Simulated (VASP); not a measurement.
## A VASP 6.6.1 single-point calculation on KBr

INCAR

```
PREC = Accurate
NBANDS = 15
ENCUT = 520
LREAL = .FALSE.
LASPH = .TRUE.
NELM = 82
IBRION = -1
LCHARG = .FALSE.
LWAVE = .FALSE.
ISIF = 2
GGA = PE
EDIFF = 1E-7
SIGMA = 0.005
ISMEAR = 1
NSW = 0
```

KPOINTS

```
KPOINTS created by Atomic Simulation Environment
0
Gamma
6 6 6
0 0 0
```

POSCAR

```
K  Br
 1.0000000000000000
     0.0000000000000000    3.6145333083000000    3.8232348650999999
     3.6145333083000000    0.0000000000000000    3.8232348650999999
     3.6145333083000000    3.6145333083000000    0.0000000000000000
 K   Br
   1   1
Cartesian
  0.0000000000000000  0.0000000000000000  0.0000000000000000
  1.8072666541500000  1.8072666541500000  1.9116174325499999
```

The recommended PBE PAW datasets give the neutral cell 16 valence electrons.

Command

```
mpirun -np 1 vasp_std
```

Question: How does this run end, and what does it give?

Answer: It converged. Results: gap between bands v and c on the k mesh 4.26 eV; least direct gap on the k mesh 4.29 eV; pressure 0.3 GPa. Band v is the last that the valence electrons fill when counted band by band, and c is the next.

OSZICAR

```
N       E                     dE             d eps       ncg     rms          rms(c)
DAV:   1     0.990252277697E+02    0.99025E+02   -0.64498E+03   900   0.892E+02
DAV:   2     0.150275587596E+01   -0.97522E+02   -0.90949E+02  1180   0.214E+02
DAV:   3    -0.602963535705E+01   -0.75324E+01   -0.74985E+01  1250   0.529E+01
DAV:   4    -0.635292801177E+01   -0.32329E+00   -0.32317E+00  1519   0.978E+00
DAV:   5    -0.635440098541E+01   -0.14730E-02   -0.14730E-02  1243   0.716E-01    0.318E+00
DAV:   6    -0.604395276948E+01    0.31045E+00   -0.40774E-01  1173   0.267E+00    0.224E+00
DAV:   7    -0.600873850189E+01    0.35214E-01   -0.20580E-01  1243   0.212E+00    0.110E+00
DAV:   8    -0.602955319549E+01   -0.20815E-01   -0.24921E-02  1192   0.102E+00    0.199E-01
DAV:   9    -0.603145475135E+01   -0.19016E-02   -0.12002E-03  1124   0.195E-01    0.134E-01
DAV:  10    -0.603356705225E+01   -0.21123E-02   -0.17796E-03   935   0.226E-01    0.344E-02
DAV:  11    -0.603360055330E+01   -0.33501E-04   -0.96835E-05  1125   0.650E-02    0.100E-02
DAV:  12    -0.603361564145E+01   -0.15088E-04   -0.18483E-05   949   0.317E-02    0.637E-03
DAV:  13    -0.603361601003E+01   -0.36858E-06   -0.14267E-06  1260   0.677E-03    0.141E-03
DAV:  14    -0.603361611381E+01   -0.10378E-06   -0.21501E-07   927   0.298E-03    0.699E-04
DAV:  15    -0.603361615815E+01   -0.44343E-07   -0.99395E-09   961   0.775E-04
   1 F= -.60336162E+01 E0= -.60336162E+01  d E =0.214853-174
```

For comparison, a separate PBE run of the intended cell, on usual settings and not on those above, gives a gap of 4.26 eV on its mesh and a pressure of 0.3 GPa.
